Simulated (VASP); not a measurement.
# Tl: molecular dynamics with a thermostat

Tl, Im-3m (no. 229), 12 atoms in the cell. PBE, molecular dynamics; PAW potentials Tl (PBE set).

Ensemble: Nose-Hoover; Target temperature (K): 600.

## Input

INCAR:
```
ALGO     = Fast           # electronic algorithm
EDIFF    = 1E-6           # SCF threshold, eV
ENCUT    = 200            # plane-wave cutoff, eV
GGA      = PE             # functional
IBRION   = 0              # ionic algorithm
ISIF     = 2              # what is computed and relaxed
ISMEAR   = -1             # smearing method
ISYM     = 0            
KPAR     = 2            
LASPH    = T              # aspherical terms in the spheres
LCHARG   = F              # write CHGCAR
LREAL    = Auto         
LWAVE    = F              # write WAVECAR
MDALGO   = 2            
NELM     = 60             # most SCF steps
NELMIN   = 4            
NSW      = 60             # ionic steps
POTIM    = 4.0            # step
PREC     = Normal         # precision mode
RANDOM_SEED= 19436 0 0    
SIGMA    = 0.05           # smearing width, eV
SMASS    = 0            
TEBEG    = 600           
```

KPOINTS:
```
k-points
0
Monkhorst-Pack
  2 2 2
```

POSCAR:
```
Tl
1.0
   -3.9119903470      3.9119903470      3.9119903470
    3.9119903470     -3.9119903470      3.9119903470
    5.8679855205      5.8679855205     -5.8679855205
Tl
12
Direct
    0.0000000000      0.0000000000      0.0000000000
    0.0000000000      0.0000000000      0.3333333333
    0.0000000000      0.0000000000      0.6666666667
    0.0000000000      0.5000000000      0.0000000000
    0.0000000000      0.5000000000      0.3333333333
    0.0000000000      0.5000000000      0.6666666667
    0.5000000000      0.0000000000      0.0000000000
    0.5000000000      0.0000000000      0.3333333333
    0.5000000000      0.0000000000      0.6666666667
    0.5000000000      0.5000000000      0.0000000000
    0.5000000000      0.5000000000      0.3333333333
    0.5000000000      0.5000000000      0.6666666667
```

Commands:
```
cat potpaw_PBE.64/Tl/POTCAR > POTCAR
mpirun -np 2 vasp_std > vasp.out
```

## Result

- Mean temperature (K): 606
- Rise of the mean potential energy above the start (meV/atom): 52.9
- Electronic steps per ionic step after the first: 4.3

Course of the run:

| Time (fs) | Temperature (K) | Potential energy less the first (meV/atom) |
|---|---|---|
| 4 | 600 | 0.0 |
| 24 | 580 | 2.5 |
| 40 | 544 | 7.8 |
| 60 | 499 | 17.6 |
| 76 | 482 | 27.2 |
| 96 | 501 | 40.6 |
| 112 | 557 | 51.9 |
| 132 | 677 | 66.2 |
| 148 | 780 | 76.5 |
| 168 | 830 | 85.8 |
| 184 | 770 | 89.4 |
| 204 | 629 | 90.3 |
| 220 | 527 | 89.8 |
| 240 | 452 | 89.4 |

REPORT:
```
MDALGO =   2
               SCALING =       0
                 CNEXP =     9.000   14.000
           RANDOM_SEED =             19436                0                0

   original number of atomic DOF:         33
   number of independent constraints:      0
   number of active DOF:                  33

========================================
         MD step No.       1
========================================

  Atomic velocities initialized by STEP_tb

  >Energies
                    E_tot             E_pot             E_kin               EPS                ES
   e_b>   -0.25632476E+02   -0.26485597E+02    0.85312137E+00    0.00000000E+00    0.00000000E+00

  >Temperature
               T_sim     T_inst
   tmprt>    600.000    600.000

  >Thermostat:
           s(n+1) sdot(n+1)      s(n)   sdot(n)        Qs
   s_b>   0.00000   0.00000   0.00000   0.00000   0.46505

           RANDOM_SEED =             19436               72                0

[... steps left out ...]

========================================
         MD step No.      60
========================================

  >Energies
                    E_tot             E_pot             E_kin               EPS                ES
   e_b>   -0.25634895E+02   -0.25412583E+02    0.64333742E+00    0.60714867E-02   -0.87172081E+00

  >Temperature
               T_sim     T_inst
   tmprt>    600.000    452.459

  >Thermostat:
           s(n+1) sdot(n+1)      s(n)   sdot(n)        Qs
   s_b>  -0.50309   0.00626  -0.51090   0.00937   0.46505

           RANDOM_SEED =             19436               72                0
```

OSZICAR:
```
N       E                     dE             d eps       ncg     rms          rms(c)
DAV:   1     0.143412363486E+03    0.14341E+03   -0.50127E+03   200   0.467E+02
DAV:   2    -0.105334791593E+02   -0.15395E+03   -0.15017E+03   236   0.125E+02
DAV:   3    -0.262970436112E+02   -0.15764E+02   -0.15478E+02   259   0.470E+01
DAV:   4    -0.266513551062E+02   -0.35431E+00   -0.35128E+00   256   0.816E+00
DAV:   5    -0.266641076041E+02   -0.12752E-01   -0.12733E-01   288   0.161E+00    0.143E+00
RMM:   6    -0.265516441467E+02    0.11246E+00   -0.25443E-02   200   0.675E-01    0.881E-01
RMM:   7    -0.264836601100E+02    0.67984E-01   -0.91042E-02   200   0.122E+00    0.840E-02
RMM:   8    -0.264854091520E+02   -0.17490E-02   -0.89597E-03   223   0.501E-01    0.467E-02
RMM:   9    -0.264854304704E+02   -0.21318E-04   -0.22421E-03   227   0.207E-01    0.124E-02
RMM:  10    -0.264856004393E+02   -0.16997E-03   -0.31114E-04   234   0.874E-02    0.158E-02
RMM:  11    -0.264856118336E+02   -0.11394E-04   -0.35197E-05   232   0.269E-02    0.215E-02
RMM:  12    -0.264855987845E+02    0.13049E-04   -0.11346E-05   201   0.147E-02    0.750E-03
[... left out ...]
     58 T=   474. E= -.25634794E+02 F= -.25411426E+02 E0= -.25387491E+02  EK= 0.67456E+00 SP= -.91E+00 SK= 0.16E-01
     59 T=   462. E= -.25634849E+02 F= -.25412119E+02 E0= -.25388332E+02  EK= 0.65700E+00 SP= -.89E+00 SK= 0.10E-01
[... last step whole ...]
       N       E                     dE             d eps       ncg     rms          rms(c)
DAV:   1    -0.254125751610E+02   -0.45657E-03   -0.29516E-03   294   0.526E-01    0.909E-04
RMM:   2    -0.254125806486E+02   -0.54876E-05   -0.56194E-05   174   0.240E-02    0.352E-04
RMM:   3    -0.254125827817E+02   -0.21331E-05   -0.20900E-05   175   0.123E-02    0.229E-04
RMM:   4    -0.254125828869E+02   -0.10523E-06   -0.99530E-07   119   0.409E-03
     60 T=   452. E= -.25634895E+02 F= -.25412583E+02 E0= -.25388927E+02  EK= 0.64334E+00 SP= -.87E+00 SK= 0.61E-02
```

Limits: 240 fs of 12 atoms are too short for converged averages.

VASP 6.6.1 took 184 s on 2 cores (Intel Xeon 6975P-C (Granite Rapids)), a shared host.
